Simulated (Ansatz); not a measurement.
# In2O3: the cost of one run

Program: Ansatz 0.2.0. Level of theory: DFT PBE, scalar-relativistic, plane waves, PAW. These are calculated values, not measurements.

3 further runs of the same task are left out: 3 set aside as unsound or not needed.

## 1. The starting structure

The cell holds 41 atoms (HIn16O24): a = 8.102 Å, b = 8.102 Å, c = 8.102 Å, α = 86.97°, β = 86.97°, γ = 86.97°.

The coordinates of this cell stand in the input of its own run.

The host was relaxed before at PBE: a = 5.575 Å, b = 5.575 Å, c = 14.757 Å, α = 90.00°, β = 90.00°, γ = 120.00° (conventional cell), 13.241 Å³/atom.

Places, in fractions of the supercell: H as an interstitial at (0.500, 0.479, 0.021). Its neighbours start displaced at random by about 0.05 Å.

## 2. Band edges of the host over the zone

The input, input.yaml:

```yaml
crystal:
  lattice:
    - [2.7876176707, 1.6094318126, 4.9190313793]
    - [-2.7876176707, 1.6094318126, 4.9190313793]
    - [0.0, -3.2188636251, 4.9190313793]
  atoms:
    - { symbol: In, position: [0.6427970986, 0.6427970986, 0.6427970986] }
    - { symbol: In, position: [0.8572029014, 0.8572029014, 0.8572029014] }
    - { symbol: In, position: [0.3572029014, 0.3572029014, 0.3572029014] }
    - { symbol: In, position: [0.1427970986, 0.1427970986, 0.1427970986] }
    - { symbol: O, position: [0.0465672019, 0.75, 0.4534327981] }
    - { symbol: O, position: [0.75, 0.4534327981, 0.0465672019] }
    - { symbol: O, position: [0.4534327981, 0.0465672019, 0.75] }
    - { symbol: O, position: [0.9534327981, 0.25, 0.5465672019] }
    - { symbol: O, position: [0.5465672019, 0.9534327981, 0.25] }
    - { symbol: O, position: [0.25, 0.5465672019, 0.9534327981] }
basis:
  ecutwfc: 420
  xc_grid: 2
kpoints:
  mp_grid: { grid: [6, 6, 6] }
  band_path: { path: [VBM, CBM], npoints: 2 }
hamiltonian:
  xc: pbe
scf:
  occupations: { method: gaussian, width: 0.02 }
output:
  forces: true
  stress: true
  eigenvalues: true
```

On the command line:

```console
> ansatz run input.yaml --threads 8 --pin off --max-ram 16384MiB --backend cpu --events-out ev --progress --plain --runs-dir out
```

Q: Estimate wall time and peak memory on 8 threads of Arm Neoverse V1, shared host.

About 9.3 s, with a peak of 0.71 GiB.
